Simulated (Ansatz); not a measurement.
# CuO: equation of state with PBE

Crystal: CuO.

```xyz
2
Lattice="2.8363 0.0000 0.0000 -1.4182 2.4563 0.0000 0.0000 0.0000 2.7681" Properties=species:S:1:pos:R:3 pbc="T T T"
Cu    0.0000    0.0000    0.0000
O     1.4182    0.8188    1.3841
```

Measurements of this composition are mostly on another form, of space group No. 15.

- Program: Ansatz 0.2.0
- Task: equation of state
- Functional: PBE
- Potentials or basis: Ansatz NC
- Cutoff: 1252 eV
- Density cutoff: 5007 eV
- k mesh: 11 × 11 × 10
- Occupations: fermi-dirac, width 0.05 eV
- Spin: no spin polarisation

- Equilibrium volume: 9.61 Å³/atom
- Bulk modulus at fixed shape and positions: 170 GPa
- Pressure derivative of the bulk modulus: 4.8

Energy against volume, from the lowest point:
```tsv
volume (Å³/atom)	energy (meV/atom)
9.064	18.21
9.257	7.24
9.450	1.36
9.643	0.00
9.836	2.67
10.028	8.92
10.221	18.36
```

All runs of the series together: 56 s on 2 threads of Arm Neoverse V1, on a shared host.

Caveat: the cell was scaled at fixed shape and fractional positions, which overstates the stiffness of a crystal with free parameters, most of all of layers and chains; the run has no spin polarisation, though such a crystal can be magnetic.
